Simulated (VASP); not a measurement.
Write the native input for VASP 6.6.1 that does the following.

```
Task                   : optical spectrum
Functional             : PBE
Potentials or basis    : VASP PAW PBE potentials, release 64 (Sn_d, Se)
Cutoff                 : 520 eV
k mesh                 : 8 × 8 × 5
Occupations            : gaussian, width 0.02 eV
Spin                   : no spin polarisation
Further INCAR settings : ALGO = Fast; EDIFF = 1e-06; NBANDS = 45
```

The structure of SnSe2 lies in POSCAR:

```
SnSe2
1.0
    3.8110000000      0.0000000000      0.0000000000
   -1.9055000000      3.3004228138      0.0000000000
    0.0000000000      0.0000000000      6.1360000000
Sn Se
1 2
Direct
    0.0000000000      0.0000000000      0.0000000000
    0.6666666667      0.3333333333      0.7510000000
    0.3333333333      0.6666666667      0.2490000000
```

These files were run (other wordings do the same):

INCAR

```
SYSTEM = SnSe2
PREC     = Accurate       ! precision mode
ENCUT    = 520            ! plane-wave cutoff, eV
EDIFF    = 1E-6           ! SCF threshold, eV
ISMEAR   = 0              ! smearing method
SIGMA    = 0.02           ! smearing width, eV
LREAL    = .False.        ! projectors in reciprocal space
LASPH    = .True.         ! aspherical terms in the spheres
NELM     = 80             ! most SCF steps
ALGO     = Fast           ! electronic algorithm
ISIF     = 2              ! what is computed and relaxed
LWAVE    = .False.        ! write WAVECAR
LCHARG   = .False.        ! write CHGCAR
GGA      = PE             ! functional
LOPTICS  = .True.         ! frequency-dependent dielectric function
NBANDS   = 45             ! bands
NEDOS    = 1000           ! points of the DOS
CSHIFT   = 0.05
```

KPOINTS

```
Automatic mesh
0
Gamma
  8 8 5
  0 0 0
```

Potentials or basis: VASP PAW PBE potentials, release 64 (Sn_d, Se).

Launch:

```sh
$ cat potpaw_PBE.64/Sn_d/POTCAR potpaw_PBE.64/Se/POTCAR > POTCAR
$ mpirun -np 1 vasp_std > vasp.out
```

Results of the run:

```json
{
 "Pressure": "5.6 GPa",
 "Largest force": "0.804 eV/Å",
 "Band gap on the k mesh": "0.81 eV, indirect (least direct gap 1.09 eV)"
}
```

Caveat: spectra need much finer meshes, so this one isn't converged; independent-particle spectra lack excitons; spin-orbit coupling is left out, which moves the levels of the heavy elements; an odd mesh through Γ misses points on the zone boundary, where band edges often lie; this functional lacks dispersion, which binds the layers, so the pressure and a relaxed spacing across them are unreliable.

Run time: 2.3 min on 1 thread of Intel(R) Xeon(R) Platinum 8375C CPU @ 2.90GHz (Ice Lake) (shared host), peak memory 0.34 GiB.
